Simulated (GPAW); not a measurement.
Crystal: HfO2.

```xyz
6
Lattice="4.8135 0.0000 0.0000 0.0000 4.8135 0.0000 0.0000 0.0000 3.2054" Properties=species:S:1:pos:R:3 pbc="T T T"
Hf    2.4068    2.4068    1.6027
Hf    0.0000    0.0000    0.0000
O     3.8751    0.9384    1.6027
O     3.3452    3.3452    0.0000
O     1.4683    1.4683    0.0000
O     0.9384    3.8751    1.6027
```

Measurements of this composition are mostly on another form, of space group No. 14.

Base run:

| Item | Value |
| --- | --- |
| Program | GPAW 26.7.0 |
| Functional | PBEsol |
| Potentials or basis | PAW data sets generated in the run's folder for this functional |
| Cutoff | 800 eV |
| Basis | pw |
| k mesh | 4 × 4 × 6 |
| Occupations | fermi-dirac, width 0.05 eV |
| Spin | no spin polarisation |

Its results: band gap on the k mesh 3.88 eV, direct.

Q: After a change of settings the same cell gave: band gap on the k mesh 5.65 eV, direct. Which change was it?
A. functional from PBEsol to TB-mBJ; potentials or basis from PAW data sets generated in the run's folder for this functional to GPAW PAW data sets for LDA (gpaw-data 1.2.1)
B. functional from PBEsol to r2SCAN; potentials or basis from PAW data sets generated in the run's folder for this functional to GPAW PAW data sets (gpaw-data 1.2.1)
C. functional from PBEsol to PBE; potentials or basis from PAW data sets generated in the run's folder for this functional to GPAW PAW data sets (gpaw-data 1.2.1)
D. functional from PBEsol to LDA; potentials or basis from PAW data sets generated in the run's folder for this functional to the program's PAW data sets (release 1.2.1) made for this functional

A: A.

Caveats: spin-orbit coupling is left out, which moves the levels of the heavy elements; a model potential gives levels but no total energy (some runs).
